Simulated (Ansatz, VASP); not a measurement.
**Two plane-wave programs on CaO**

Contents of INCAR:

```
PREC = Accurate
ENCUT = 520
EDIFF = 1E-6
ISMEAR = 0
SIGMA = 0.02
LREAL = F
LASPH = T
NELM = 100
ALGO = Normal
ISIF = 2
LWAVE = F
LCHARG = T
GGA = PE
LELF = T
LVHAR = T
NBANDS = 15
```

The input KPOINTS:

```
regular mesh
0
Gamma
  8 8 8
```

The input POSCAR:

```
CaO
1.0
    0.0000000000      2.4395400639      2.4395400639
    2.4395400639      0.0000000000      2.4395400639
    2.4395400639      2.4395400639      0.0000000000
Ca O
1 1
Direct
    0.0000000000      0.0000000000      0.0000000000
    0.5000000000      0.5000000000      0.5000000000
```

Input for Ansatz:

```yaml
crystal:
  lattice:
    - [0.0, 2.4395400639, 2.4395400639]
    - [2.4395400639, 0.0, 2.4395400639]
    - [2.4395400639, 2.4395400639, 0.0]
  atoms:
    - { symbol: Ca, position: [0.0, 0.0, 0.0] }
    - { symbol: O, position: [0.5, 0.5, 0.5] }
basis:
  ecutwfc: 420
kpoints:
  mp_grid: { grid: [8, 8, 8] }
hamiltonian:
  xc: pbe
scf:
  occupations: { method: gaussian, width: 0.02 }
output:
  forces: true
  stress: true
  eigenvalues: true
```

Alike in both runs: task single point; functional PBE; k mesh 8 × 8 × 8; occupations gaussian, width 0.02 eV; no spin polarisation.

```csv
,VASP,Ansatz
version,VASP 6.6.1,Ansatz 0.2.0
potentials or method,"VASP PAW PBE potentials, release 64 (Ca_sv, O)","scalar-relativistic, plane waves, PAW"
plane-wave cutoff (eV),520,420
valence electrons in the cell,16,16
```

|  | VASP | Ansatz | Ansatz less VASP |
| --- | --- | --- | --- |
| gap on the k mesh at the Fermi level (eV) | 3.64 | 3.66 | +0.017 |
| least direct gap on the mesh (eV) | 4.02 | 4.04 | +0.018 |
| pressure (GPa) | -2.5 | -2.9 | -0.46 |

The functional is the same, so the differences come from potentials, cutoffs and numerics.

A k mesh can miss the band edges. Expect the measured gap to be larger: semilocal functionals such as PBE lack the derivative discontinuity.
